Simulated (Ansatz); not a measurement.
# NbP at several levels of theory

One geometry, relaxed with PBE, and single points on it; plane waves with PAW potentials in Ansatz, scalar-relativistic unless the row names spin-orbit coupling. No spin polarisation. Meshes are on the primitive cell of 4 atoms. Gaps are the least over mesh and band path; pressure is positive in compression. Smearing is Gaussian, 0.10 eV.

```cif
data_structure
_symmetry_space_group_name_H-M 'I4_1md'
_symmetry_Int_Tables_number 109
_cell_length_a 3.3470
_cell_length_b 3.3470
_cell_length_c 11.4280
_cell_angle_alpha 90.000
_cell_angle_beta 90.000
_cell_angle_gamma 90.000
_cell_volume 128.02
loop_
_atom_site_label
_atom_site_type_symbol
_atom_site_symmetry_multiplicity
_atom_site_Wyckoff_symbol
_atom_site_fract_x
_atom_site_fract_y
_atom_site_fract_z
_atom_site_occupancy
Nb1 Nb 4 a 0.50000 0.50000 0.00003 1
P1 P 4 a 0.00000 0.00000 0.08259 1
```

```json
{"level": "PBE", "cutoff (eV)": "420", "k mesh": "18×18×18", "gap (eV)": "0", "pressure (GPa)": "0.0", "rough cost with bands (core-min)": "9"}
```

Problem. What does PBEsol give on the same cell?

Solution.
```json
{"level": "PBEsol", "cutoff (eV)": "420", "k mesh": "18×18×18", "gap (eV)": "0", "pressure (GPa)": "-5.4", "rough cost with bands (core-min)": "10"}
```